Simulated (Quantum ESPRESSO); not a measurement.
**Pb: equation of state with LDA**

Pb:

```
Pb
1.0
     3.48000    0.00000    0.00000
    -1.74000    3.01377    0.00000
     0.00000    0.00000    5.59000
Pb
2
Direct
  0.66667 0.33333 0.75000
  0.33333 0.66667 0.25000
```

This isn't the form of Pb at room conditions, which is fcc.

```
Program                     : Quantum ESPRESSO 7.5
Task                        : equation of state
Functional                  : LDA
Potentials or basis         : GBRV 1.5 LDA
Cutoff                      : 612 eV
Density cutoff              : 4898 eV
k mesh                      : 9 × 9 × 5
Occupations                 : fermi-dirac, width 0.05 eV
Spin                        : no spin polarisation
Form of the LDA correlation : PZ81
Mixing beta                 : 0.5
Most SCF iterations         : 120
SCF threshold               : 4e-10 Ry
```

The equilibrium volume is 28.90 Å³/atom. The bulk modulus at fixed shape and positions is 50 GPa. The pressure derivative of the bulk modulus is 5.5.

Energy against volume, from the lowest point:
```
volume (Å³/atom)  energy (meV/atom)
          27.555              10.67
          28.141               3.09
          28.727               0.00
          29.314               0.75
          29.900               4.90
          30.486              12.12
          31.073              21.89
```

All runs of the series together: 87 s on 2 threads of Intel(R) Xeon(R) Platinum 8488C (Sapphire Rapids), with other jobs on the host.

Caveat: the cell was scaled at fixed shape and fractional positions, which overstates the stiffness of a crystal with free parameters, most of all of layers and chains. The run has no spin-orbit coupling, so splittings on Pb are missing.
